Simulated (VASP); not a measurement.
**BeTe in VASP: one cell, several levels of theory**

Aim: gap, levels, forces and stress of zincblende BeTe at fixed geometry. Runs: PBE, r2SCAN. The results are then set beside those of Ansatz 0.2.0 for the same cell.

Code: VASP 6.6.1. PAW datasets, plane waves. No spin polarisation and no zero-point or thermal motion.

### Step 1. The system as given

The cell comes from an earlier relaxation with r2SCAN in another program.

It is cubic, F-43m (No. 216); a = 5.657 Å in the conventional setting, 22.63 Å³ an atom. Near Be stand 4 Te at 2.45 Å; near Te stand 4 Be at 2.45 Å.

The structure in full:

```
CELL_PARAMETERS angstrom
0.00000 2.82862 2.82862
2.82862 0.00000 2.82862
2.82862 2.82862 0.00000
ATOMIC_POSITIONS crystal
Be 0.00000 0.00000 0.00000
Te 0.25000 0.25000 0.25000
```

### Step 2. Single point with PBE

INCAR

```
ENCUT = 520.000000
SIGMA = 0.020000
EDIFF = 1.00e-07
GGA = PE
PREC = Accurate
IBRION = -1
ISIF = 2
ISMEAR = -1
NBANDS = 11
NELM = 120
NSW = 0
LASPH = .TRUE.
LCHARG = .FALSE.
LWAVE = .FALSE.
LREAL = .FALSE.
```

KPOINTS

```
KPOINTS created by Atomic Simulation Environment
0
Gamma
8 8 8
0 0 0
```

KPOINTS_OPT

```
special points
7
Reciprocal
0.0000000000 0.0000000000 0.0000000000 1
-0.5000000000 -0.5000000000 0.0000000000 1
-0.3750000000 -0.3750000000 0.2500000000 1
-0.3750000000 0.0000000000 0.3750000000 1
0.0000000000 0.0000000000 0.5000000000 1
-0.5000000000 -0.2500000000 0.2500000000 1
0.0000000000 0.5000000000 0.5000000000 1
```

POSCAR

```
Be Te
 1.0000000000000000
     0.0000000000000000    2.8286236254544539    2.8286236254544539
     2.8286236254544539    0.0000000000000000    2.8286236254544539
     2.8286236254544539    2.8286236254544539    0.0000000000000000
 Be  Te
   1   1
Cartesian
  0.0000000000000000  0.0000000000000000 -0.0000000000000000
  1.4143118127272269  1.4143118127272269  1.4143118127272269
```

Potentials: the recommended PBE PAW datasets, 8 valence electrons in the neutral cell.

On the command line:

```console
$ mpirun -np 1 vasp_std
```

Standard output, without the iteration lines:

```text
POSCAR found type information on POSCAR BeTe
 POSCAR found :  2 types and       2 ions
 LDA part: xc-table for (Slater+PW92), standard interpolation
 POSCAR, INCAR and KPOINTS ok, starting setup
 FFT: planning ... GRIDC
 FFT: planning ... GRID_SOFT
 FFT: planning ... GRID
 WAVECAR not read
 entering main loop
 Start KPOINTS_OPT (optional k-point list driver)
k-point batch [1-7\7]
```

OSZICAR:

```text
N       E                     dE             d eps       ncg     rms          rms(c)
DAV:   1     0.197518793361E+02    0.19752E+02   -0.31938E+03   638   0.577E+02
DAV:   2    -0.650956722302E+01   -0.26261E+02   -0.24469E+02   847   0.912E+01
DAV:   3    -0.773317492728E+01   -0.12236E+01   -0.12202E+01   818   0.207E+01
DAV:   4    -0.774708661260E+01   -0.13912E-01   -0.13909E-01   764   0.251E+00
DAV:   5    -0.774737667106E+01   -0.29006E-03   -0.29006E-03   818   0.363E-01    0.405E+00
DAV:   6    -0.765203500250E+01    0.95342E-01   -0.11135E-01   731   0.134E+00    0.243E+00
DAV:   7    -0.762321648675E+01    0.28819E-01   -0.96519E-02   746   0.136E+00    0.458E-01
DAV:   8    -0.762391277757E+01   -0.69629E-03   -0.59899E-03   725   0.443E-01    0.751E-02
DAV:   9    -0.762415860492E+01   -0.24583E-03   -0.31594E-04   766   0.105E-01    0.299E-02
DAV:  10    -0.762422335273E+01   -0.64748E-04   -0.80087E-05   729   0.462E-02    0.152E-02
DAV:  11    -0.762422547848E+01   -0.21257E-05   -0.23610E-06   820   0.911E-03    0.105E-02
DAV:  12    -0.762422779475E+01   -0.23163E-05   -0.49979E-06   692   0.128E-02    0.635E-03
DAV:  13    -0.762422786868E+01   -0.73933E-07   -0.33433E-08   775   0.133E-03
   1 F= -.76242279E+01 E0= -.76242279E+01  d E =-.166885E-10
       N       E                     dE             ncg
DAV:   1     0.608679309214E+03   -0.14248E+04      154
DAV:   2     0.425894212040E+03   -0.18279E+03      183
DAV:   3     0.418088039299E+03   -0.78062E+01      217
DAV:   4     0.417995628020E+03   -0.92411E-01      201
DAV:   5     0.417993876273E+03   -0.17517E-02      197
DAV:   6     0.417993815933E+03   -0.60340E-04      192
DAV:   7     0.417993813560E+03   -0.23724E-05      205
DAV:   8     0.417993813464E+03   -0.96821E-07      187
```

The lines after F= are the extra pass for the points of KPOINTS_OPT, at fixed density; their E is not a total energy.

OUTCAR, selected sections:

```text
k-points           NKPTS =     29   k-points in BZ     NKDIM =     29   number of bands    NBANDS=     11

   NELECT =       8.0000    total number of electrons

   dimension x,y,z NGX =    30 NGY =   30 NGZ =   30
   dimension x,y,z NGXF=    60 NGYF=   60 NGZF=   60

  energy-cutoff  :      520.00
  volume of cell :       45.26
      direct lattice vectors                 reciprocal lattice vectors
     0.000000000  2.828623625  2.828623625    -0.176764415  0.176764415  0.176764415
     2.828623625  0.000000000  2.828623625     0.176764415 -0.176764415  0.176764415
     2.828623625  2.828623625  0.000000000     0.176764415  0.176764415 -0.176764415

 k-points in reciprocal lattice and weights: KPOINTS created by Atomic Simulation Env
   0.00000000  0.00000000  0.00000000       0.002
   0.12500000  0.00000000  0.00000000       0.016
   0.25000000  0.00000000  0.00000000       0.016
   0.37500000  0.00000000  0.00000000       0.016
   0.50000000  0.00000000  0.00000000       0.008
   0.12500000  0.12500000  0.00000000       0.012
   0.25000000  0.12500000  0.00000000       0.047
   0.37500000  0.12500000  0.00000000       0.047
[... 21 more k-points ...]

 E-fermi :   5.3365

 k-point     1 :       0.0000    0.0000    0.0000
  band No.  band energies     occupation
      1      -7.2623      2.00000
      2       4.9470      2.00000
      3       4.9470      2.00000
      4       4.9470      2.00000
      5       8.5677      0.00000
      6       8.5677      0.00000
      7       8.5677      0.00000
      8       8.6706      0.00000
      9      13.2436      0.00000
     10      15.1636      0.00000
     11      15.1636      0.00000

 k-point     2 :       0.1250    0.0000    0.0000
  band No.  band energies     occupation
      1      -7.1176      2.00000
      2       3.6497      2.00000
      3       4.7175      2.00000
      4       4.7175      2.00000
      5       8.4620      0.00000
      6       8.9045      0.00000
      7       8.9045      0.00000
      8       9.9779      0.00000
      9      13.6692      0.00000
     10      14.2522      0.00000
     11      14.2522      0.00000

 k-point     3 :       0.2500    0.0000    0.0000
  band No.  band energies     occupation
      1      -6.7188      2.00000
      2       1.6737      2.00000
      3       4.2876      2.00000
      4       4.2876      2.00000
      5       8.2309      0.00000
      6       9.4293      0.00000
      7       9.4293      0.00000
      8      11.9088      0.00000
      9      13.9763      0.00000
     10      13.9763      0.00000
     11      13.9849      0.00000

 k-point     4 :       0.3750    0.0000    0.0000
  band No.  band energies     occupation
      1      -6.2135      2.00000
      2       0.1160      2.00000
      3       3.9559      2.00000
      4       3.9559      2.00000
      5       8.0512      0.00000
      6       9.5690      0.00000
      7       9.5690      0.00000
      8      12.7921      0.00000
      9      14.6491      0.00000
     10      15.0004      0.00000
     11      15.0004      0.00000

 k-point     5 :       0.5000    0.0000    0.0000
  band No.  band energies     occupation
      1      -5.9512      2.00000
      2      -0.5081      2.00000
      3       3.8367      2.00000
      4       3.8367      2.00000
      5       7.9873      0.00000
      6       9.5424      0.00000
      7       9.5424      0.00000
      8      12.7702      0.00000
      9      15.8273      0.00000
     10      16.4000      0.00000
     11      16.4000      0.00000

 k-point     6 :       0.1250    0.1250    0.0000
  band No.  band energies     occupation
      1      -7.0691      2.00000
      2       3.8537      2.00000
      3       4.3038      2.00000
      4       4.3038      2.00000
      5       8.1911      0.00000
      6       9.5051      0.00000
      7       9.5051      0.00000
      8       9.6755      0.00000
      9      13.0563      0.00000
     10      14.0890      0.00000
     11      15.4051      0.00000

 k-point     7 :       0.2500    0.1250    0.0000
  band No.  band energies     occupation
      1      -6.7531      2.00000
      2       2.2560      2.00000
      3       3.8287      2.00000
      4       3.9845      2.00000
      5       8.3017      0.00000
      6       9.4446      0.00000
      7      10.2343      0.00000
      8      10.7415      0.00000
      9      13.3093      0.00000
     10      14.7388      0.00000
     11      15.1450      0.00000

[... the tables of k-points 8 to 29 left out ...]

  Total        0.0953809      0.0953809      0.0953809     -0.0000000     -0.0000000      0.0000000
  in kB        3.3761103      3.3761103      3.3761103     -0.0000000     -0.0000000      0.0000000
  external PRESSURE =       3.3761103 kB  Pullay stress =       0.0000000 kB

 POSITION                                       TOTAL-FORCE (eV/Angst)
 -----------------------------------------------------------------------------------
      0.00000      0.00000      0.00000        -0.000000     -0.000000     -0.000000
      1.41431      1.41431      1.41431         0.000000      0.000000      0.000000
 -----------------------------------------------------------------------------------
    total drift:                                0.000000      0.000000      0.000000

  FREE ENERGIE OF THE ION-ELECTRON SYSTEM (eV)
  ---------------------------------------------------
  free  energy   TOTEN  =        -7.6242278687 eV

  energy  without entropy=       -7.6242278687  energy(sigma->0) =       -7.62422787
```

Hardware: 1 MPI rank of Intel Xeon Platinum 8488C, shared host.

The levels at the points of KPOINTS_OPT are read from vasprun.xml.

Levels at the named points, in eV from the top of band v (v: the last filled band by count, c: the next):

```csv
point,v−1,v,c,c+1
Γ,0.00,0.00,3.62,3.62
X,-2.59,-2.59,2.01,2.68
U,-3.80,-2.19,2.72,5.25
K,-3.80,-2.19,2.72,5.25
L,-1.11,-1.11,3.04,4.60
W,-3.62,-3.14,5.28,5.53
```

PBE gives an indirect gap of 2.01 eV, from Γ to X; the least direct gap is 3.62 eV. The pressure is 0.34 GPa; the forces vanish within 0.01 eV/Å.

### Step 3. Single point with r2SCAN

INCAR

```
ENCUT = 520.000000
SIGMA = 0.010000
EDIFF = 1.00e-07
ALGO = Normal
METAGGA = R2SCAN
PREC = Accurate
IBRION = -1
ISIF = 2
ISMEAR = 0
NBANDS = 11
NELM = 120
NSW = 0
LASPH = .TRUE.
LCHARG = .FALSE.
LWAVE = .FALSE.
LREAL = .FALSE.
```

KPOINTS is that of step 2.

KPOINTS_OPT is that of step 2.

POSCAR is that of step 2.

On the command line:

```console
$ mpirun -np 1 vasp_std
```

Printed to the terminal (iteration lines stand in OSZICAR):

```text
POSCAR found type information on POSCAR BeTe
 POSCAR found :  2 types and       2 ions
 -----------------------------------------------------------------------------
|                                                                             |
|                                                                             |
|     You enforced a specific xc type in the INCAR file but a different       |
|     I HOPE YOU KNOW WHAT YOU ARE DOING!                                     |
|                                                                             |
 -----------------------------------------------------------------------------

 LDA part: xc-table for (None), standard interpolation
 POSCAR, INCAR and KPOINTS ok, starting setup
 FFT: planning ... GRIDC
 FFT: planning ... GRID_SOFT
 FFT: planning ... GRID
 WAVECAR not read
 entering main loop
 Start KPOINTS_OPT (optional k-point list driver)
k-point batch [1-7\7]
```

OSZICAR:

```text
N       E                     dE             d eps       ncg     rms          rms(c)
DAV:   1    -0.332285236850E+01   -0.33229E+01   -0.33031E+03   638   0.595E+02
DAV:   2    -0.305302692224E+02   -0.27207E+02   -0.25339E+02   844   0.942E+01
DAV:   3    -0.317751380387E+02   -0.12449E+01   -0.12415E+01   834   0.213E+01
DAV:   4    -0.317868557239E+02   -0.11718E-01   -0.11716E-01   736   0.238E+00
DAV:   5    -0.317870647855E+02   -0.20906E-03   -0.20906E-03   819   0.322E-01    0.456E+00
DAV:   6    -0.306826492625E+02    0.11044E+01   -0.16960E-01   662   0.265E+00    0.326E+00
DAV:   7    -0.306858615617E+02   -0.32123E-02   -0.14137E-01   740   0.209E+00    0.374E-01
DAV:   8    -0.306842811062E+02    0.15805E-02   -0.74063E-03   737   0.429E-01    0.386E-01
DAV:   9    -0.306848449485E+02   -0.56384E-03   -0.81314E-04   740   0.197E-01    0.163E-01
DAV:  10    -0.306849100150E+02   -0.65066E-04   -0.13114E-04   784   0.681E-02    0.338E-02
DAV:  11    -0.306849136909E+02   -0.36759E-05   -0.11435E-05   775   0.272E-02    0.204E-02
DAV:  12    -0.306849144929E+02   -0.80197E-06   -0.54516E-07   715   0.518E-03    0.190E-03
DAV:  13    -0.306849146545E+02   -0.16168E-06   -0.25306E-07   745   0.247E-03    0.669E-04
DAV:  14    -0.306849146540E+02    0.51875E-09   -0.59471E-09   358   0.549E-04
   1 F= -.30684915E+02 E0= -.30684915E+02  d E =-.151658E-15
       N       E                     dE             ncg
DAV:   1     0.598962626113E+03   -0.14345E+04      154
DAV:   2     0.406793523243E+03   -0.19217E+03      183
DAV:   3     0.399027332964E+03   -0.77662E+01      217
DAV:   4     0.398946859485E+03   -0.80473E-01      190
DAV:   5     0.398945014209E+03   -0.18453E-02      208
DAV:   6     0.398944966675E+03   -0.47534E-04      184
DAV:   7     0.398944964849E+03   -0.18268E-05      216
DAV:   8     0.398944964776E+03   -0.72662E-07      184
```

OUTCAR, selected sections:

```text
k-points           NKPTS =     29   k-points in BZ     NKDIM =     29   number of bands    NBANDS=     11

   NELECT =       8.0000    total number of electrons

   dimension x,y,z NGX =    30 NGY =   30 NGZ =   30
   dimension x,y,z NGXF=    60 NGYF=   60 NGZF=   60

  energy-cutoff  :      520.00
  volume of cell :       45.26
      direct lattice vectors                 reciprocal lattice vectors
     0.000000000  2.828623625  2.828623625    -0.176764415  0.176764415  0.176764415
     2.828623625  0.000000000  2.828623625     0.176764415 -0.176764415  0.176764415
     2.828623625  2.828623625  0.000000000     0.176764415  0.176764415 -0.176764415

 k-points in reciprocal lattice and weights: KPOINTS created by Atomic Simulation Env
   0.00000000  0.00000000  0.00000000       0.002
   0.12500000  0.00000000  0.00000000       0.016
   0.25000000  0.00000000  0.00000000       0.016
   0.37500000  0.00000000  0.00000000       0.016
   0.50000000  0.00000000  0.00000000       0.008
   0.12500000  0.12500000  0.00000000       0.012
   0.25000000  0.12500000  0.00000000       0.047
   0.37500000  0.12500000  0.00000000       0.047
[... 21 more k-points ...]

 E-fermi :   4.8378

 k-point     1 :       0.0000    0.0000    0.0000
  band No.  band energies     occupation
      1      -7.9087      2.00000
      2       4.7868      2.00000
      3       4.7868      2.00000
      4       4.7868      2.00000
      5       8.8160      0.00000
      6       8.8160      0.00000
      7       8.8160      0.00000
      8       9.1911      0.00000
      9      13.8005      0.00000
     10      15.5065      0.00000
     11      15.5065      0.00000

 k-point     2 :       0.1250    0.0000    0.0000
  band No.  band energies     occupation
      1      -7.7542      2.00000
      2       3.4764      2.00000
      3       4.5529      2.00000
      4       4.5529      2.00000
      5       8.7964      0.00000
      6       9.1667      0.00000
      7       9.1667      0.00000
      8      10.4237      0.00000
      9      14.2618      0.00000
     10      14.6275      0.00000
     11      14.6275      0.00000

 k-point     3 :       0.2500    0.0000    0.0000
  band No.  band energies     occupation
      1      -7.3280      2.00000
      2       1.4173      2.00000
      3       4.1089      2.00000
      4       4.1089      2.00000
      5       8.5581      0.00000
      6       9.7121      0.00000
      7       9.7121      0.00000
      8      12.4303      0.00000
      9      14.3599      0.00000
     10      14.3599      0.00000
     11      14.5657      0.00000

 k-point     4 :       0.3750    0.0000    0.0000
  band No.  band energies     occupation
      1      -6.7849      2.00000
      2      -0.2260      2.00000
      3       3.7629      2.00000
      4       3.7629      2.00000
      5       8.3681      0.00000
      6       9.8442      0.00000
      7       9.8442      0.00000
      8      13.3044      0.00000
      9      15.2778      0.00000
     10      15.4744      0.00000
     11      15.4744      0.00000

 k-point     5 :       0.5000    0.0000    0.0000
  band No.  band energies     occupation
      1      -6.5010      2.00000
      2      -0.8891      2.00000
      3       3.6380      2.00000
      4       3.6380      2.00000
      5       8.3005      0.00000
      6       9.8093      0.00000
      7       9.8093      0.00000
      8      13.2601      0.00000
      9      16.4959      0.00000
     10      17.0171      0.00000
     11      17.0171      0.00000

 k-point     6 :       0.1250    0.1250    0.0000
  band No.  band energies     occupation
      1      -7.7025      2.00000
      2       3.6966      2.00000
      3       4.1291      2.00000
      4       4.1291      2.00000
      5       8.4350      0.00000
      6       9.7956      0.00000
      7       9.7956      0.00000
      8      10.1504      0.00000
      9      13.4696      0.00000
     10      14.6489      0.00000
     11      15.7638      0.00000

 k-point     7 :       0.2500    0.1250    0.0000
  band No.  band energies     occupation
      1      -7.3647      2.00000
      2       2.0288      2.00000
      3       3.6357      2.00000
      4       3.8058      2.00000
      5       8.5531      0.00000
      6       9.8025      0.00000
      7      10.5651      0.00000
      8      11.1035      0.00000
      9      13.8108      0.00000
     10      15.3580      0.00000
     11      15.5557      0.00000

[... the tables of k-points 8 to 29 left out ...]

  Total        0.0486663      0.0486663      0.0486663      0.0000000      0.0000000      0.0000000
  in kB        1.7225975      1.7225975      1.7225975      0.0000000      0.0000000      0.0000000
  external PRESSURE =       1.7225975 kB  Pullay stress =       0.0000000 kB

 POSITION                                       TOTAL-FORCE (eV/Angst)
 -----------------------------------------------------------------------------------
      0.00000      0.00000      0.00000        -0.000000     -0.000000      0.000000
      1.41431      1.41431      1.41431         0.000000      0.000000     -0.000000
 -----------------------------------------------------------------------------------
    total drift:                                0.000000      0.000000      0.000000

  FREE ENERGIE OF THE ION-ELECTRON SYSTEM (eV)
  ---------------------------------------------------
  free  energy   TOTEN  =       -30.6849146540 eV

  energy  without entropy=      -30.6849146540  energy(sigma->0) =      -30.68491465
```

Hardware: 1 MPI rank of Intel Xeon Platinum 8488C, shared host.

The levels at the points of KPOINTS_OPT are read from vasprun.xml.

Band energies at the special points (eV, zero at the top of v, the last band that the electrons fill by count):

```csv
point,v−1,v,c,c+1
Γ,0.00,0.00,4.03,4.03
X,-2.69,-2.69,2.37,3.01
U,-3.93,-2.27,3.09,5.73
K,-3.93,-2.27,3.09,5.73
L,-1.15,-1.15,3.51,5.02
W,-3.75,-3.24,5.67,6.08
```

Gap with r2SCAN: 2.37 eV, valence top at Γ, conduction bottom at X. Least direct gap: 4.03 eV. Pressure: 0.17 GPa; the forces vanish within 0.01 eV/Å.

### Step 4. What came out

```
 level  gap (eV)  pressure (GPa)  Ansatz: gap (eV)  Ansatz: pressure (GPa)
   PBE      2.01            0.34              2.02                    0.20
r2SCAN      2.37            0.17              2.38                    0.00
```

**Reading.** The gap runs from 2.01 eV (PBE) to 2.37 eV (r2SCAN). Spin-orbit coupling is left out, though the cell holds Te (Z = 52); in an element this heavy it can shift bands and gaps by tenths of an eV. The two programs agree on the gap within 0.02 eV, far less than the spread between functionals. Datasets and cutoffs are each program's own. VASP's cell holds 8 valence electrons and Ansatz's 18.
